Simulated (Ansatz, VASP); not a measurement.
InAs: VASP beside Ansatz

File INCAR:

```
SYSTEM = InAs
  ALGO = Normal
  EDIFF = 1E-6
  ENCUT = 520
  GGA = PS
  ISIF = 2
  ISMEAR = 0
  LASPH = .TRUE.
  LCHARG = .TRUE.
  LELF = .TRUE.
  LREAL = .FALSE.
  LVHAR = .TRUE.
  LWAVE = .FALSE.
  NBANDS = 16
  NELM = 60
  PREC = Accurate
  SIGMA = 0.1
```

The input KPOINTS:

```
k-points
0
G
  12 12 12
  0 0 0
```

File POSCAR:

```
InAs
1.0
    0.0000000000      3.1035890745      3.1035890745
    3.1035890745      0.0000000000      3.1035890745
    3.1035890745      3.1035890745      0.0000000000
In As
1 1
Direct
    0.0000000000      0.0000000000      0.0000000000
    0.2500000000      0.2500000000      0.2500000000
```

Input for Ansatz:

```yaml
crystal:
  lattice:
    - [0.0, 3.1035890745, 3.1035890745]
    - [3.1035890745, 0.0, 3.1035890745]
    - [3.1035890745, 3.1035890745, 0.0]
  atoms:
    - { symbol: In, position: [0.0, 0.0, 0.0] }
    - { symbol: As, position: [0.25, 0.25, 0.25] }
basis:
  ecutwfc: 420
kpoints:
  mp_grid: { grid: [12, 12, 12] }
hamiltonian:
  xc: pbesol
scf:
  occupations: { method: gaussian, width: 0.1 }
output:
  forces: true
  stress: true
  eigenvalues: true
```

Alike in both runs: task single point; functional PBEsol; k mesh 12 × 12 × 12; occupations gaussian, width 0.1 eV; no spin polarisation.

```csv
,VASP,Ansatz
version,VASP 6.6.1,Ansatz 0.2.0
potentials or method,"VASP PAW PBE potentials, release 64 (In_d, As)","scalar-relativistic, plane waves, PAW"
plane-wave cutoff (eV),520,420
valence electrons in the cell,18,28
```

```csv
,VASP,Ansatz,Ansatz less VASP
gap on the k mesh at the Fermi level (eV),none,none,-
pressure (GPa),-2.8,-2.8,-0.06
```

A gap of «none» marks a metal or a gap that the smearing closes. The two sets of potentials don't hold the same shells in valence.

Caveats: the PAW data sets were made with another functional, which shifts forces and pressure a little (VASP).
